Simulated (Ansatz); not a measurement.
The system is ZrB2.

```
CELL_PARAMETERS angstrom
3.17000 0.00000 0.00000
-1.58500 2.74530 0.00000
0.00000 0.00000 3.53300
ATOMIC_POSITIONS crystal
Zr 0.00000 0.00000 0.00000
B 0.66667 0.33333 0.50000
B 0.33333 0.66667 0.50000
```

- Program: Ansatz 0.2.0
- Task: relaxation of cell and atoms
- Functional: BPBE
- Dispersion: D3(BJ)
- Potentials or basis: PseudoDojo standard (PBE files)
- Cutoff: 1034 eV (not typed: the program's choice for these potentials)
- k mesh: 10 × 10 × 8
- Occupations: fermi-dirac, width 0.15 eV
- Spin: spin-orbit coupling, no magnetisation

At the start: volume 10.25 Å³/atom.

Question: How do energy, volume and symmetry change on relaxing?

Answer: It ends after 6 steps and the volume is 9.70 Å³/atom (-5.3 %); space group P6/mmm (No. 191, to 0.05 Å).

The path:
```tsv
step	energy change (eV)	largest force (eV/Å)	volume (Å³)
1	0.0000	0.0000	30.75
2	-0.0485	0.0000	28.47
3	-0.0692	0.0000	29.13
4	-0.0705	0.0000	29.14
5	-0.0705	0.0000	29.11
6	-0.0701	0.0000	29.11
```

Final structure:
```
CELL_PARAMETERS angstrom
3.10938 0.00000 0.00000
-1.55469 2.69280 0.00000
0.00000 0.00000 3.47725
ATOMIC_POSITIONS crystal
Zr 0.00000 0.00000 0.00000
B 0.66667 0.33333 0.50000
B 0.33333 0.66667 0.50000
```

Caveat: the potentials were made for another functional, which shifts forces and pressure; the plane-wave basis is chosen anew once the cell has moved, so the energies of steps on either side of that aren't comparable; the dispersion damping was fitted for another functional or another form of the correction.
